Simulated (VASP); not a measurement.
# Sb (I4/mmm) in VASP: a series of runs

One crystal, Sb, is run at these levels: r2SCAN; tasks: single point.

All numbers are computed with VASP 6.6.1; they aren't measurements. Logs are shortened: lines on timing, memory, paths and dates and some standing lists are left out, and cuts for length are marked.

## Step 1: Starting point

The structure is tetragonal, space group I4/mmm (No. 139). Conventional cell: a = 3.153 Å, b = 3.153 Å, c = 5.424 Å, α = 90.00°, β = 90.00°, γ = 90.00°. Around Sb (site symmetry 4/mmm) lie 12 Sb at 3.15 to 3.51 Å.

This isn't the form of Sb at room conditions, which is rhombohedral.

## Step 2: Single point, r2SCAN

File INCAR:

```
ADDGRID = False
ALGO = Normal
EDIFF = 1E-6
ENCUT = 400
ISIF = 2
ISMEAR = 0
LASPH = True
LCHARG = False
LMIXTAU = True
LREAL = False
LWAVE = False
METAGGA = R2SCAN
NBANDS = 8
NELM = 100
PREC = Accurate
SIGMA = 0.05
```

File KPOINTS:

```
k-points
0
Gamma
  7 7 7
```

File POSCAR:

```
Sb
1.0
   -1.5638750000      1.6131910000      2.7402030000
    1.6104090000     -1.5604430000      2.7365900000
    1.5281950000      1.5247630000     -2.7095380000
Sb
1
Direct
    0.0004760000      0.0218010000      0.0165680000
```

Potentials or basis: VASP PAW PBE potentials, release 64 (Sb).

Run with:

```bash
cat potpaw_PBE.64/Sb/POTCAR > POTCAR
mpirun -np 1 vasp_std > vasp.out
```

OUTCAR:

```text
EDIFF = 1E-6
   ENCUT = 400
   ISIF = 2
   ISMEAR = 0
   LASPH = True
   LREAL = False
   METAGGA = R2SCAN
   NELM = 100
   PREC = Accurate

 Found    172 irreducible k-points:

 Following reciprocal coordinates:
            Coordinates               Weight
  0.000000  0.000000  0.000000      1.000000
  0.142857 -0.000000  0.000000      2.000000
  0.285714  0.000000  0.000000      2.000000
  0.428571  0.000000  0.000000      2.000000
 -0.000000  0.142857 -0.000000      2.000000
  0.142857  0.142857  0.000000      2.000000
   k-points           NKPTS =    172   k-points in BZ     NKDIM =    172   number of bands    NBANDS=      8
   number of dos      NEDOS =    301   number of ions     NIONS =      1
   total plane-waves  NPLWV =  13824
   dimension x,y,z NGX =    24 NGY =   24 NGZ =   24
   dimension x,y,z NGXF=    48 NGYF=   48 NGZF=   48
   ions per type =               1
   NGX,Y,Z   is equivalent  to a cutoff of  11.26, 11.28, 11.52 a.u.
   NGXF,Y,Z  is equivalent  to a cutoff of  22.52, 22.55, 23.03 a.u.
 SYSTEM =  unknown system
   PREC   = accura    normal or accurate (medium, high low for compatibility)
   ISTART =      0    job   : 0-new  1-cont  2-samecut
   ICHARG =      2    charge: 1-file 2-atom 10-const
   ISPIN  =      1    spin polarized calculation?
   LNONCOLLINEAR =      F non collinear calculations
   LSORBIT =      F    spin-orbit coupling
   LASPH  =      T    aspherical Exc in radial PAW
   ENCUT  =  400.0 eV  29.40 Ry    5.42 a.u.   5.78  5.77  5.65*2*pi/ulx,y,z
   NELM   =    100;   NELMIN=  2; NELMDL= -5     # of ELM steps
   EDIFF  = 0.1E-05   stopping-criterion for ELM
   LREAL  =      F    real-space projection
   EDIFFG = 0.1E-04   stopping-criterion for IOM
   NSW    =      0    number of steps for IOM
   IBRION =     -1    ionic relax: 0-MD 1-quasi-New 2-CG
   NFREE  =      0    steps in history (QN), initial steepest desc. (CG)
   ISIF   =      2    stress and relaxation
   ISYM   =      2    0-nonsym 1-usesym 2-fastsym
   POTIM  = 0.5000    time-step for ionic-motion
   TEBEG  =    0.0;   TEEND  =   0.0 temperature during run
   PSTRESS=    0.0 pullay stress
   NELECT =       5.0000    total number of electrons
   NUPDOWN=      -1.0000    fix difference up-down
   EMIN   =  10.00;   EMAX   =-10.00  energy-range for DOS
   EFERMI =   0.00;   METHOD = LEGACY
   ISMEAR =     0;   SIGMA  =   0.05  broadening in eV -4-tet -1-fermi 0-gaus
   EFERMI_NEDOS =   21; number of points for ismear=-14 and -15
   IALGO  =     38    algorithm
   IMIX   =      4    mixing-type and parameters
     AMIX     =   0.40;   BMIX     =  1.00
     AMIX_MAG =   1.60;   BMIX_MAG =  1.00
  volume/ion in A,a.u.               =      26.96       181.95
  Fermi-wavevector in a.u.,A,eV,Ry     =   0.933573  1.764197 11.858272  0.871558
  Thomas-Fermi vector in A             =   2.060288
   LORBIT       =      0    0 simple, 1 ext, 2 COOP (PROOUT), +10 PAW based schemes
   METAGGA = R2SCAN    functional components
   LHFCALC =     F    Hartree Fock is set to
   AEXX    =    0.0000 exact exchange contribution
   IVDW    =     0    specifies the selected vdW correction
   LEPSILON=     F    determine dielectric tensor
   LRPA    =     F    only Hartree local field effects (RPA)
 non-spin polarized calculation
 Gauss-broadening in eV      SIGMA  =   0.05
  energy-cutoff  :      400.00
  volume of cell :       26.96
 maximum number of plane-waves:       498
   NGX = 11   NGY = 11   NGZ = 11

 number of electron       5.0000000 magnetization

 Free energy of the ion-electron system (eV)
  ---------------------------------------------------
  ext. energy  EPLUGINS =         0.00000000
  ---------------------------------------------------
  free energy    TOTEN  =       -25.24230732 eV

  energy without entropy =      -25.24152922  energy(sigma->0) =      -25.24191827

 E-fermi :   8.3949     XC(G=0): -10.7742

 val. band max:        8.3739732908   @ k =   0.4286   0.1429   0.1429
 cond. band min:       8.4251335028   @ k =   0.0000   0.1429   0.4286
 fundamental gap:      0.0511602119
 Fermi energy:         8.3948509523

 k-point     1 :       0.0000    0.0000    0.0000
  band No.  band energies     occupation
      1      -5.1281      2.00000
      2      13.1643      0.00000
      3      14.2064      0.00000
      4      14.2649      0.00000
      5      18.1229      0.00000
      6      19.3534      0.00000
      7      19.7573      0.00000
      8      19.9568      0.00000

 k-point     2 :       0.1429   -0.0000    0.0000
  band No.  band energies     occupation
      1      -4.7028      2.00000
      2      10.8617      0.00000
      3      12.6479      0.00000
      4      14.1881      0.00000
      5      17.4033      0.00000
      6      18.6425      0.00000
      7      20.1869      0.00000
      8      20.5184      0.00000

 k-point     3 :       0.2857    0.0000    0.0000
  band No.  band energies     occupation
      1      -3.4546      2.00000
      2       6.5309      2.00000
      3      11.3033      0.00000
      4      14.2093      0.00000
      5      15.9108      0.00000
      6      18.6166      0.00000
      7      21.0444      0.00000
      8      22.2752      0.00000

 k-point     4 :       0.4286    0.0000    0.0000
  band No.  band energies     occupation
      1      -1.6482      2.00000
      2       3.0306      2.00000
      3      10.5001      0.00000
      4      14.3374      0.00000
      5      15.1888      0.00000
      6      19.0423      0.00000
      7      20.0013      0.00000
      8      20.6660      0.00000

 k-point     5 :      -0.0000    0.1429   -0.0000
  band No.  band energies     occupation
      1      -4.7020      2.00000
      2      10.8759      0.00000
      3      12.6308      0.00000
      4      14.1881      0.00000
      5      17.3836      0.00000
      6      18.6399      0.00000
      7      20.1757      0.00000
      8      20.5390      0.00000

 k-point     6 :       0.1429    0.1429    0.0000
  band No.  band energies     occupation
      1      -4.0746      2.00000
      2       9.6819      0.00000
      3      10.4803      0.00000
      4      12.3642      0.00000
      5      17.8574      0.00000
      6      18.4658      0.00000
      7      20.6218      0.00000
      8      21.7795      0.00000

 [... further k-points ...]

------------------------ aborting loop because EDIFF is reached ----------------------------------------

  FORCE on cell =-STRESS in cart. coord.  units (eV):
  Direction    XX          YY          ZZ          XY          YZ          ZX
  --------------------------------------------------------------------------------------
  -------------------------------------------------------------------------------------
  Total        0.1206323      0.1229741      0.7668340      0.1045772     -0.0260100     -0.0334587
  in kB        7.1684334      7.3075959     45.5682326      6.2143777     -1.5456169     -1.9882462
  external PRESSURE =      20.0147539 kB  Pullay stress =       0.0000000 kB

 VOLUME and BASIS-vectors are now :
 -----------------------------------------------------------------------------
  energy-cutoff  :      400.00
  volume of cell :       26.96
      direct lattice vectors                 reciprocal lattice vectors
    -1.563875000  1.613191000  2.740203000     0.002055809  0.316948054  0.179518554
     1.610409000 -1.560443000  2.736590000     0.317083613  0.001847581  0.179876686
     1.528195000  1.524763000 -2.709538000     0.322328449  0.322401118 -0.005843793

 POSITION                                       TOTAL-FORCE (eV/Angst)
 -----------------------------------------------------------------------------------
      0.05968     -0.00799      0.01607         0.000000      0.000000      0.000000
 -----------------------------------------------------------------------------------
    total drift:                               -0.000000     -0.000000      0.000001

  FREE ENERGIE OF THE ION-ELECTRON SYSTEM (eV)
  ---------------------------------------------------
  free  energy   TOTEN  =       -25.2423073220 eV

  energy  without entropy=      -25.2415292186  energy(sigma->0) =      -25.24191827
```

Wall time 59 s (1 thread of Intel Xeon Platinum 8375C at 2.90GHz (Ice Lake), shared host); peak memory 0.15 GiB.

These settings aren't checked as converged: the numbers below hold their error.

Results:

```yaml
Free_energy: -25.2423 eV
Pressure: 2.0 GPa
Band_gap_on_the_k_mesh: none (metal or under the smearing width)
```

Caveat: the k mesh is coarse (spacing up to 0.41 Å⁻¹), so the values aren't converged; the PAW data sets were made with another functional, which shifts forces and pressure a little.

## Step 3: Single point, r2SCAN

INCAR, as its differences from that of step 2:

```diff
@@ -5,3 +5,3 @@
 ISIF = 2
-ISMEAR = 0
+ISMEAR = -5
 LASPH = True
```

KPOINTS is that of step 2.

File POSCAR:

```
Sb
1.0
   -1.5765401831      1.5765401831      2.7119384313
    1.5765401831     -1.5765401831      2.7119384313
    1.5765401831      1.5765401831     -2.7119384313
Sb
1
Direct
    0.0000000000      0.0000000000      0.0000000000
```

Potentials or basis: VASP PAW PBE potentials, release 64 (Sb).

Run with:

```bash
cat potpaw_PBE.64/Sb/POTCAR > POTCAR
mpirun -np 1 vasp_std > vasp.out
```

It took 19 s on 1 thread of Intel Xeon Platinum 8375C at 2.90GHz (Ice Lake), shared host; peak memory 0.14 GiB.

These settings aren't checked as converged: the numbers below hold their error.

Results:

```
Free energy            : -25.2316 eV
Pressure               : 2.2 GPa
Band gap on the k mesh : none (metal or under the smearing width)
```

Caveat: the k mesh is coarse (spacing up to 0.40 Å⁻¹), so the values aren't converged; the PAW data sets were made with another functional, which shifts forces and pressure a little; tetrahedron occupations give inexact forces and stress in metals.

## Step 4: Single point, r2SCAN

INCAR is that of step 3.

KPOINTS is that of step 3.

File POSCAR:

```
Sb
1.0
   -1.5638750000      1.6131910000      2.7402030000
    1.6104090000     -1.5604430000      2.7365900000
    1.5281950000      1.5247630000     -2.7095380000
Sb
1
Direct
    0.0004760000      0.0218010000      0.0165680000
```

Run with:

```bash
cat potpaw_PBE.64/Sb/POTCAR > POTCAR
mpirun -np 1 vasp_std > vasp.out
```

It took 66 s on 1 thread of Intel Xeon Platinum 8375C at 2.90GHz (Ice Lake), shared host; peak memory 0.15 GiB.

These settings aren't checked as converged: the numbers below hold their error.

Results:

```yaml
Free_energy: -25.2351 eV
Pressure: 2.3 GPa
Band_gap_on_the_k_mesh: none (metal or under the smearing width)
```

Caveat: the k mesh is coarse (spacing up to 0.41 Å⁻¹), so the values aren't converged; the PAW data sets were made with another functional, which shifts forces and pressure a little; tetrahedron occupations give inexact forces and stress in metals.

## Step 5: For comparison

An earlier run on the cell as given: functional PBEsol; potentials or basis VASP PAW PBE potentials, release 64 (Sb); cutoff 520 eV; k mesh 12 × 12 × 12; occupations fermi-dirac, width 0.05 eV; no spin polarisation.

- Pressure: -1.3 GPa
- Band gap on the k mesh: none (metal or under the smearing width)
